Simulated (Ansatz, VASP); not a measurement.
**Ge: VASP beside Ansatz**

The input INCAR:

```
PREC = Accurate ; ENCUT = 520
EDIFF = 1E-6 ; ISMEAR = -1
SIGMA = 0.1 ; LREAL = F
LASPH = T ; NELM = 80
ALGO = Normal ; ISIF = 2
LWAVE = F ; LCHARG = F
GGA = CA ; NBANDS = 13
```

KPOINTS

```
regular mesh
0
Gamma
  15 15 15
```

File POSCAR:

```
Ge
1.0
    0.0000000000      2.0562047957      2.0562047957
    2.0562047957      0.0000000000      2.0562047957
    2.0562047957      2.0562047957      0.0000000000
Ge
1
Direct
    0.0000000000      0.0000000000      0.0000000000
```

Input for Ansatz:

```yaml
crystal:
  lattice:
    - [0.0, 2.0562047957, 2.0562047957]
    - [2.0562047957, 0.0, 2.0562047957]
    - [2.0562047957, 2.0562047957, 0.0]
  atoms:
    - { symbol: Ge, position: [0.0, 0.0, 0.0] }
hamiltonian:
  xc: lda
  pseudopotentials:
    kind: paw
    azcp:
      Ge: "pseudopotentials/Ge.paw.azcp"
basis:
  ecutwfc: 420
  fft_grid_basis: typed
kpoints:
  mp_grid: { grid: [15, 15, 15], shift: [0, 0, 0] }
magnetization:
  spin_polarized: false
scf:
  occupations: { method: fermi_dirac, width: 0.1 }
  lower_state_search: "off"
output:
  stress: true
```

Alike in both runs: task single point; functional LDA; k mesh 15 × 15 × 15; occupations fermi-dirac, width 0.1 eV; no spin polarisation.

|  | VASP | Ansatz |
| --- | --- | --- |
| version | VASP 6.6.1 | Ansatz 0.2.0 |
| potentials or method | VASP PAW LDA potentials, release 64 (Ge_d) | plane waves (420 eV) with PAW, scalar-relativistic |
| plane-wave cutoff (eV) | 520 | 420 |
| valence electrons in the cell | 14 | 14 |

Ansatz gave:

- pressure (GPa): 3.9

What did VASP give for the same quantities?

Pressure (GPa): 4.0.

Ansatz warned: «pseudo_functional_mismatch».
